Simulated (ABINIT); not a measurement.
Runs of ABINIT 10.8.3 (patched build) on CoO. Symmetry: Fm-3m, No. 225, cubic system. The conventional cell has a = 4.263 Å, b = 4.263 Å, c = 4.263 Å, α = 90.00°, β = 90.00°, γ = 90.00°. Co (site symmetry m-3m) is surrounded by 6 O at 2.13 Å. Around O (site symmetry m-3m) lie 6 Co at 2.13 Å. 

| task | potentials or basis | cell | k mesh | cutoff (eV) | cell freedom (optcell) | cutoff smearing ecutsm (Ha) | optimiser (ionmov) | force stop (Ha/bohr) | fine-grid cutoff | gap on the mesh (eV) | pressure (GPa) | moment (μB) |
| --- | --- | --- | --- | --- | --- | --- | --- | --- | --- | --- | --- | --- |
| relaxation of cell and atoms | JTH PAW PBE v2.0 | relaxed to 20 GPa | 7 × 7 × 7 | 707 | 2 | 0.5 | 2 | 0.0001 | 1306.15 eV | none | 20.0 | (a) |
| relaxation of cell and atoms | JTH PAW PBE v2.0 | relaxed to 5 GPa | 7 × 7 × 7 | 707 | 2 | 0.5 | 2 | 0.0001 | 1306.15 eV | none | 5.0 | 2.65 |
| relaxation of cell and atoms | JTH PAW PBE v2.0 | relaxed | 7 × 7 × 7 | 707 | 2 | 0.5 | 2 | 0.0001 | 1306.15 eV | none | 0.0 | 2.88 |
| relaxation of cell and atoms | JTH PAW PBE v2.0 | relaxed to 10 GPa | 7 × 7 × 7 | 707 | 2 | 0.5 | 2 | 0.0001 | 1306.15 eV | none | 10.0 | 2.58 |

Alike in all rows: level PBE; spin collinear, ferromagnetic start; smearing fermi-dirac 0.05 eV; the mesh is coarse, so values aren't converged.

Task: Fill in the values left out.

Result: (a) 2.56.

Caveats: all runs use coarse meshes; a cell with one magnetic atom can't hold antiferromagnetic order, which such compounds often take; semilocal functionals often make such compounds metallic where correlation or magnetic order opens a gap, which also shifts bond lengths.

A gap of «none» marks a metal or a gap under the smearing width.
